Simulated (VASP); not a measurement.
# Sr (I4_1/amd) in VASP: a series of runs, part 2 of 2

VASP 6.6.1.

### 4 Relaxation of cell and atoms, PBE+rVV10

The input, INCAR:

```
ALGO = Normal
BPARAM = 10.0
CPARAM = 0.0093
EDIFF = 1E-6
EDIFFG = -0.005
ENCUT = 600
GGA = PE
IBRION = 2
ISIF = 3
ISMEAR = -1
IVDW_NL = 2
LASPH = True
LCHARG = False
LREAL = False
LUSE_VDW = True
LWAVE = False
NELM = 80
NSW = 60
PREC = Accurate
SIGMA = 0.05
```

The input, KPOINTS:

```
k-points
0
Gamma
  8 8 8
```

The input, POSCAR:

```
Sr
1.0
   -3.7063582770      3.7063582770      2.0208764669
    3.7063582770     -3.7063582770      2.0208764669
    3.7063582770      3.7063582770     -2.0208764669
Sr
2
Direct
    0.0000000000      0.0000000000      0.0000000000
    0.7500000000      0.2500000000      0.5000000000
```

Potentials or basis: VASP PAW PBE potentials, release 64 (Sr_sv).

The run is started by

```
> cat potpaw_PBE.64/Sr_sv/POTCAR > POTCAR
> mpirun -np 1 vasp_std > vasp.out
```

OUTCAR:

```text
BPARAM = 10.0
   EDIFF = 1E-6
   EDIFFG = -0.005
   ENCUT = 600
   GGA = PE
   IBRION = 2
   ISIF = 3
   ISMEAR = -1
   IVDW_NL = 2
   LASPH = True
   LREAL = False
   NELM = 80
   NSW = 60
   PREC = Accurate

 ion  position               nearest neighbor table
   1  0.000  0.000  0.000-   2 3.84   2 3.84   2 3.84   2 3.84   2 4.79   2 4.79   2 4.79   2 4.79

   2  0.750  0.250  0.500-   1 3.84   1 3.84   1 3.84   1 3.84   1 4.79   1 4.79   1 4.79   1 4.79

  LATTYP: Found a body centered tetragonal cell.
 ALAT       =     7.4127165540
 C/A-ratio  =     0.5452458494

  Lattice vectors:

 A1 = (  -3.7063582770,   3.7063582770,   2.0208764669)
 A2 = (   3.7063582770,  -3.7063582770,   2.0208764669)
 A3 = (   3.7063582770,   3.7063582770,  -2.0208764669)

Analysis of symmetry for initial positions (statically):
=====================================================================
 Subroutine PRICEL returns:
 Original cell was already a primitive cell.

 Routine SETGRP: Setting up the symmetry group for a
 body centered tetragonal supercell.

 Subroutine GETGRP returns: Found 16 space group operations
 (whereof  8 operations were pure point group operations)
 out of a pool of 16 trial point group operations.

The static configuration has the point symmetry D_2d.
 The point group associated with its full space group is D_4h.

Analysis of symmetry for dynamics (positions and initial velocities):
=====================================================================
 Subroutine PRICEL returns:
 Original cell was already a primitive cell.

 Routine SETGRP: Setting up the symmetry group for a
 body centered tetragonal supercell.

 Subroutine GETGRP returns: Found 16 space group operations
 (whereof  8 operations were pure point group operations)
 out of a pool of 16 trial point group operations.

The dynamic configuration has the point symmetry D_2d.
 The point group associated with its full space group is D_4h.

 Subroutine INISYM returns: Found 16 space group operations
 (whereof  8 operations are pure point group operations),
 and found     1 'primitive' translations

----------------------------------------------------------------------------------------

                                     Primitive cell

  volume of cell :     111.0439

  direct lattice vectors                    reciprocal lattice vectors
    -3.706358277  3.706358277  2.020876467     0.000000000  0.134903310  0.247417399
     3.706358277 -3.706358277  2.020876467     0.134903310  0.000000000  0.247417399
     3.706358277  3.706358277 -2.020876467     0.134903310  0.134903310  0.000000000

  length of vectors
     5.617661885  5.617661885  5.617661885     0.281805381  0.281805381  0.190782091

  position of ions in fractional coordinates (direct lattice)
     0.000000000  0.000000000  0.000000000
     0.750000000  0.250000000  0.500000000

  ion indices of the primitive-cell ions
   primitive index   ion index
                 1           1
                 2           2

----------------------------------------------------------------------------------------

 KPOINTS: k-points
[... 57 lines left out ...]
   NGXF,Y,Z  is equivalent  to a cutoff of  28.41, 28.41, 28.41 a.u.
 SYSTEM =  unknown system
   PREC   = accura    normal or accurate (medium, high low for compatibility)
   ISTART =      0    job   : 0-new  1-cont  2-samecut
   ICHARG =      2    charge: 1-file 2-atom 10-const
   ISPIN  =      1    spin polarized calculation?
   LNONCOLLINEAR =      F non collinear calculations
   LSORBIT =      F    spin-orbit coupling
   LASPH  =      T    aspherical Exc in radial PAW
   ENCUT  =  600.0 eV  44.10 Ry    6.64 a.u.  11.22 11.22 11.22*2*pi/ulx,y,z
   NELM   =     80;   NELMIN=  2; NELMDL= -5     # of ELM steps
   EDIFF  = 0.1E-05   stopping-criterion for ELM
   LREAL  =      F    real-space projection
   EDIFFG = -.5E-02   stopping-criterion for IOM
   NSW    =     60    number of steps for IOM
   IBRION =      2    ionic relax: 0-MD 1-quasi-New 2-CG
   NFREE  =      1    steps in history (QN), initial steepest desc. (CG)
   ISIF   =      3    stress and relaxation
   ISYM   =      2    0-nonsym 1-usesym 2-fastsym
   POTIM  = 0.5000    time-step for ionic-motion
   TEBEG  =    0.0;   TEEND  =   0.0 temperature during run
   PSTRESS=    0.0 pullay stress
   NELECT =      20.0000    total number of electrons
   NUPDOWN=      -1.0000    fix difference up-down
   EMIN   =  10.00;   EMAX   =-10.00  energy-range for DOS
   EFERMI =   0.00;   METHOD = LEGACY
   ISMEAR =    -1;   SIGMA  =   0.05  broadening in eV -4-tet -1-fermi 0-gaus
   EFERMI_NEDOS =   21; number of points for ismear=-14 and -15
   IALGO  =     38    algorithm
   IMIX   =      4    mixing-type and parameters
     AMIX     =   0.40;   BMIX     =  1.00
     AMIX_MAG =   1.60;   BMIX_MAG =  1.00
  volume/ion in A,a.u.               =      55.52       374.68
  Fermi-wavevector in a.u.,A,eV,Ry     =   0.924528  1.747104 11.629602  0.854752
  Thomas-Fermi vector in A             =   2.050283
   LORBIT       =      0    0 simple, 1 ext, 2 COOP (PROOUT), +10 PAW based schemes
   GGA     = PE    functional components
   LHFCALC =     F    Hartree Fock is set to
   AEXX    =    0.0000 exact exchange contribution
   IVDW_NL    =     2    kernel type
   BPARAM     =10.0000
   IVDW    =     0    specifies the selected vdW correction
   LEPSILON=     F    determine dielectric tensor
   LRPA    =     F    only Hartree local field effects (RPA)
 conjugate gradient relaxation of ions
 non-spin polarized calculation
  energy-cutoff  :      600.00
  volume of cell :      111.04
 maximum number of plane-waves:      3724
 NGX is ok and might be reduce to    48
   NGX = 23   NGY = 23   NGZ = 23

--------------------------------------- Ionic step        1  -------------------------------------------

 number of electron      20.0000000 magnetization

 Free energy of the ion-electron system (eV)
  ---------------------------------------------------
  ext. energy  EPLUGINS =         0.00000000
  ---------------------------------------------------
  free energy    TOTEN  =        -2.09862797 eV

  energy without entropy =       -2.07064427  energy(sigma->0) =       -2.08463612

------------------------ aborting loop because EDIFF is reached ----------------------------------------

  FORCE on cell =-STRESS in cart. coord.  units (eV):
  Direction    XX          YY          ZZ          XY          YZ          ZX
  --------------------------------------------------------------------------------------
  -------------------------------------------------------------------------------------
  Total       -0.0434794     -0.0434794     -0.3971881      0.0000000      0.0000000      0.0000000
  in kB       -0.6273358     -0.6273358     -5.7307611      0.0000000      0.0000000      0.0000000
  external PRESSURE =      -2.3284775 kB  Pullay stress =       0.0000000 kB
[... 167 lines left out ...]
--------------------------------------- Ionic step        6  -------------------------------------------

 number of electron      20.0000000 magnetization

 Free energy of the ion-electron system (eV)
  ---------------------------------------------------
  ext. energy  EPLUGINS =         0.00000000
  ---------------------------------------------------
  free energy    TOTEN  =        -2.10264338 eV

  energy without entropy =       -2.07490167  energy(sigma->0) =       -2.08877253

 E-fermi :   1.4727     XC(G=0):  -7.4248

 val. band max:        1.4549845492   @ k =   0.5000   0.0000   0.0000
 cond. band min:       1.4828716874   @ k =   0.3750   0.1250   0.0000
 fundamental gap:      0.0278871383
 Fermi energy:         1.4726715133

 k-point     1 :       0.0000    0.0000    0.0000
  band No.  band energies     occupation
      1     -35.1149      2.00000
      2     -35.0738      2.00000
      3     -17.2171      2.00000
      4     -17.2171      2.00000
      5     -16.9840      2.00000
      6     -16.9804      2.00000
      7     -16.9638      2.00000
      8     -16.9638      2.00000
      9      -2.0195      2.00000
     10       1.1125      1.99851
     11       2.1228      0.00000
     12       2.5806      0.00000
     13       3.1844      0.00000
     14       4.1719      0.00000
[... 377 lines left out ...]
      1     -35.0884      2.00000
      2     -35.0753      2.00000
      3     -17.2328      2.00000
      4     -17.2046      2.00000
      5     -17.1477      2.00000
      6     -17.0626      2.00000
      7     -17.0483      2.00000
      8     -16.9775      2.00000
      9       0.8411      1.99999
     10       1.3743      1.75449
     11       1.4156      1.51606
     12       2.0413      0.00002
     13       3.0490      0.00000
     14       3.4698      0.00000

 [... further k-points ...]
[... 5 lines left out ...]
  --------------------------------------------------------------------------------------
  -------------------------------------------------------------------------------------
  Total       -0.0008295     -0.0008295     -0.0014532      0.0000000      0.0000000      0.0000000
  in kB       -0.0123071     -0.0123071     -0.0215603      0.0000000      0.0000000      0.0000000
  external PRESSURE =      -0.0153915 kB  Pullay stress =       0.0000000 kB
[... 17 lines left out ...]
  FREE ENERGIE OF THE ION-ELECTRON SYSTEM (eV)
  ---------------------------------------------------
  free  energy   TOTEN  =        -2.1026433847 eV

  energy  without entropy=       -2.0749016725  energy(sigma->0) =       -2.08877253

 reached required accuracy - stopping structural energy minimisation
```

It took 11 min on 1 thread of Intel Xeon 6975P-C (Granite Rapids), shared host; peak memory 0.76 GiB.

What came out:

```
Free energy                            : -2.1026 eV
Relaxed volume                         : 54.00 Å³/atom
Relaxed cell                           : a = 5.583 Å, b = 5.583 Å, c = 5.583 Å, α = 97.25°, β = 97.25°, γ = 138.40°
Space group after relaxing (to 0.05 Å) : I4_1/amd (No. 141)
Energy gained by relaxing              : 2.0 meV/atom
Ionic steps                            : 6
Pressure after relaxing                : 0.0 GPa
Band gap on the k mesh                 : none (metal or under the smearing width)
```

Step by step:
| step | energy change (eV) | largest force (eV/Å) | pressure (GPa) | volume (Å³) |
| --- | --- | --- | --- | --- |
| 1 | 0.0000 | 0.0000 | -0.23 | 111.04 |
| 2 | -0.0030 | 0.0000 | -0.14 | 109.75 |
| 3 | -0.0039 | 0.0000 | -0.05 | 108.58 |
| 4 | -0.0039 | 0.0000 | -0.04 | 108.49 |
| 5 | -0.0040 | 0.0000 | -0.02 | 108.21 |
| 6 | -0.0040 | 0.0000 | 0.00 | 107.99 |

Final structure:
```xyz
2
Lattice="-3.6902 3.6902 1.9825 3.6902 -3.6902 1.9825 3.6902 3.6902 -1.9825" Properties=species:S:1:pos:R:3 pbc="T T T"
Sr   -3.6902    3.6902    1.9825
Sr    0.0000    3.6902    0.9913
```

Caveat: pairwise dispersion overbinds metals, which lowers pressure and volume.

### 5 Overview

```tsv
level	gap on the mesh (eV)	pressure (GPa)	relaxed volume (Å³/atom)
PBE+TS	none	0.0	41.39
PBE+dDsC	none	0.0	52.89
PBE+rVV10	none	0.0	54.00
```

Alike in all rows: task relaxation of cell and atoms; potentials or basis VASP PAW PBE potentials, release 64 (Sr_sv); no spin polarisation; cell relaxed; k mesh 8 × 8 × 8; cutoff (eV) 600; smearing fermi-dirac 0.05 eV.

Caveats: pairwise dispersion overbinds metals, which lowers pressure and volume; atom-pairwise D2, TS and ULG terms overbind metals (some runs); the volume moved by over 15 % at a fixed basis, so the end points are rough (some runs).

Absolute energies hang on the potentials; compare differences alone.
